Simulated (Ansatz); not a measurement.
Write the native input for Ansatz 0.2.0 that does the following.

```
Task                                : band structure
Functional                          : PBE0
Potentials or basis                 : Ansatz PAW
Cutoff                              : 420 eV (not typed: the program's choice for these potentials)
k mesh                              : 6 × 6 × 6
Occupations                         : fermi-dirac, width 0.05 eV
Spin                                : no spin polarisation
Path                                : [["G", "L", "B1"], ["B", "Z", "G", "X"], ["Q", "F", "P1", "Z"], ["L", "P"]]
Points for each segment of the path : 4
```

The system is GaP.

```
Ga P
1.0
     1.94302    1.12180    6.43081
    -1.94302    1.12180    6.43081
     0.00000   -2.24360    6.43081
Ga P
2 2
Direct
  0.56463 0.56463 0.56463
  0.43537 0.43537 0.43537
  0.94261 0.94261 0.94261
  0.05739 0.05739 0.05739
```

Measurements of this composition are mostly on another form, of space group No. 216.

The input as run:

input

```
crystal:
  lattice:
    - [1.9430151755, 1.1218003346, 6.4308101003]
    - [-1.9430151755, 1.1218003346, 6.4308101003]
    - [0.0, -2.2436006692, 6.4308101003]
  atoms:
    - { symbol: Ga, position: [0.564628, 0.564628, 0.564628] }
    - { symbol: Ga, position: [0.435372, 0.435372, 0.435372] }
    - { symbol: P, position: [0.942611, 0.942611, 0.942611] }
    - { symbol: P, position: [0.057389, 0.057389, 0.057389] }
hamiltonian:
  xc: pbe0
  pseudopotentials: { kind: paw }
kpoints:
  mp_grid: { grid: [6, 6, 6] }
  band_path:
    path:
      - [[0.0, 0.0, 0.0], [0.5, 0.0, 0.0], [0.5, 0.1869532309, -0.1869532309]]
      - [[0.8130467691, 0.5, 0.1869532309], [0.5, 0.5, 0.5], [0.0, 0.0, 0.0], [0.3434766155, 0.0, -0.3434766155]]
      - [[0.6565233845, 0.3434766155, 0.0], [0.5, 0.5, 0.0], [0.6565233845, 0.6565233845, 0.1869532309], [0.5, 0.5, 0.5]]
      - [[0.5, 0.0, 0.0], [0.8130467691, 0.3434766155, 0.3434766155]]
    npoints: 4
scf:
  occupations: { method: fermi_dirac, width: 0.05 }
  n_extra_bands: 10
output:
  forces: true
  stress: true
  eigenvalues: true
  fatbands: false
  write_density: true
  write_potential: true
  elf: true
  volumetric_format: npy
```

It gave:

```json
{
  "Pressure": "-2.0 GPa",
  "Largest force": "0.069 eV/Å",
  "Band gap on the k mesh": "2.11 eV, indirect (least direct gap 2.55 eV)",
  "Band gap along the path": "2.11 eV, indirect (least direct gap 2.55 eV)"
}
```

Caveat: the PAW data sets come from PBE, with cores solved anew for the run's functional, which leaves a small shift of forces and pressure; the thresholds are loose for stress.

Wall time 2.1 min on 1 × NVIDIA H100 80GB HBM3 with 2 threads of AMD EPYC 7R13 Processor (Zen 3) (shared host), peak memory 4 GiB.
